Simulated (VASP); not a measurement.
Wanted: the native input for a VASP 6.6.1 run.

```
Task                    : density of states
Functional              : LDA
Potentials or basis     : VASP PAW LDA potentials, release 64 (Cs_sv)
Cutoff                  : 520 eV
k mesh                  : 8 × 8 × 8
Occupations             : fermi-dirac, width 0.08 eV
Spin                    : no spin polarisation
Dipole correction       : no
k mesh for the DOS      : 12 × 12 × 12
Occupations for the DOS : tetrahedron
Further INCAR settings  : ALGO = Normal; EDIFF = 1e-07; NBANDS = 10
```

Crystal: Cs.

```xyz
1
Lattice="0.0000 3.9483 3.9483 3.9483 0.0000 3.9483 3.9483 3.9483 0.0000" Properties=species:S:1:pos:R:3 pbc="T T T"
Cs    0.0000    0.0000    0.0000
```

This isn't the form of Cs at room conditions, which is bcc.

These files were run (other wordings do the same):

POSCAR

```
Cs
1.0
    0.0000000000      3.9483357400      3.9483357400
    3.9483357400      0.0000000000      3.9483357400
    3.9483357400      3.9483357400      0.0000000000
Cs
1
Direct
    0.0000000000      0.0000000000      0.0000000000
```

INCAR.step1

```
PREC = Accurate
ENCUT = 520
EDIFF = 1E-7
ISMEAR = -1
SIGMA = 0.08
LREAL = False
LASPH = True
NELM = 100
ALGO = Normal
ISIF = 2
LWAVE = False
LCHARG = True
GGA = CA
NBANDS = 10
```

KPOINTS.step1

```
Automatic mesh
0
Gamma
  8 8 8
```

INCAR.step2

```
PREC = Accurate
ENCUT = 520
EDIFF = 1E-7
ISMEAR = -5
SIGMA = 0.08
LREAL = False
LASPH = True
NELM = 100
ALGO = Normal
ISIF = 2
LWAVE = False
LCHARG = False
GGA = CA
LORBIT = 10
NBANDS = 10
NEDOS = 2001
ICHARG = 11
```

KPOINTS.step2

```
Automatic mesh
0
Gamma
  12 12 12
```

Potentials or basis: VASP PAW LDA potentials, release 64 (Cs_sv).

Launch:

```bash
$ cat potpaw_LDA.64/Cs_sv/POTCAR > POTCAR
$ cp INCAR.step1 INCAR
$ cp KPOINTS.step1 KPOINTS
$ mpirun -np 1 vasp_std > vasp.out
$ cp INCAR.step2 INCAR
$ cp KPOINTS.step2 KPOINTS
$ mpirun -np 1 vasp_std > vasp.out
```

It gave:

The valence electrons inside the program's atomic spheres are Cs 6.52.

Wall time 54 s on 1 thread of Intel(R) Xeon(R) Platinum 8488C (Sapphire Rapids), on a shared host, peak memory 0.22 GiB.
